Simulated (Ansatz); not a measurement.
# SnSe: the cost of one run

Program: Ansatz 0.2.0. Level of theory: DFT PBE, scalar-relativistic, plane waves, PAW. These are calculated values, not measurements.

**1. Starting point**

It takes space group Fm-3m (No. 225, cubic). Conventional cell: a = 6.020 Å, b = 6.020 Å, c = 6.020 Å, α = 90.00°, β = 90.00°, γ = 90.00°. Around Sn (site symmetry m-3m) lie 6 Se at 3.01 Å. Around Se (site symmetry m-3m) lie 6 Sn at 3.01 Å.

As a file:

```cif
data_structure
_symmetry_space_group_name_H-M 'P 1'
_symmetry_Int_Tables_number 1
_cell_length_a 4.2568
_cell_length_b 4.2568
_cell_length_c 4.2568
_cell_angle_alpha 60.000
_cell_angle_beta 60.000
_cell_angle_gamma 60.000
_cell_volume 54.54
loop_
_atom_site_label
_atom_site_type_symbol
_atom_site_fract_x
_atom_site_fract_y
_atom_site_fract_z
_atom_site_occupancy
Sn1 Sn 0.00000 0.00000 0.00000 1
Se1 Se 0.50000 0.50000 0.50000 1
```

The structure comes from the Crystallography Open Database.

**2. A change within a subgroup**

Against the listed cell: strain xx, yy, zz, yz, xz, xy = +4.6, +4.6, +4.6, +2.0, +2.0, -2.0 %.

The input, input.yaml:

```yaml
crystal:
  lattice:
    - [0.0, 3.2076667, 3.2076667]
    - [3.2076667, 0.0, 3.2076667]
    - [3.0872667, 3.0872667, 0.1204]
  atoms:
    - { symbol: Sn, position: [0.0, 0.0, 0.0] }
    - { symbol: Se, position: [0.5, 0.5, 0.5] }
basis:
  ecutwfc: 420
kpoints:
  mp_grid: { grid: [10, 10, 10] }
hamiltonian:
  xc: pbe
scf:
  occupations: { method: gaussian, width: 0.05 }
output:
  forces: true
  stress: true
  eigenvalues: true
```

What time and memory should one allow on 1 thread of an Arm CPU, shared host?

About 6.6 s, with a peak of 0.4 GiB.
